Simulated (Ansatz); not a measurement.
Zn (bcc type), DFT, PBE, all-electron PAW with datasets made for the crystal, scalar-relativistic (Ansatz 0.2.0), on 1 thread of AMD EPYC 9R45 96-Core Processor (Zen 5) (shared host).

Command: `ansatz run input.yaml --threads 1 --pin off --max-ram 2048MiB --backend cpu --events-out ev --progress --plain --runs-dir out`

```yaml
crystal:
  lattice:
    - [-1.5674237287, 1.5674237287, 1.5674237287]
    - [1.5674237287, -1.5674237287, 1.5674237287]
    - [1.5674237287, 1.5674237287, -1.5674237287]
  atoms:
    - { symbol: Zn, position: [0.0, 0.0, 0.0] }
kpoints:
  mp_grid: { grid: [19, 19, 19] }
scf:
  occupations: { method: fermi_dirac, width: 0.1 }
hamiltonian:
  xc: pbe
  pseudopotentials: { kind: all_electron, datasets: crystal }
output:
  forces: true
  stress: true
  eigenvalues: true
```

**Question.** How large is the problem that the program sets up?

**Answer.** 220 irreducible k-points, 141 plane waves at Γ, 10 bands.

**Question.** About how long does it take?

**Answer.** 4.4 s of wall time for 8 SCF iterations. Times on shared machines scatter by tens of per cent.
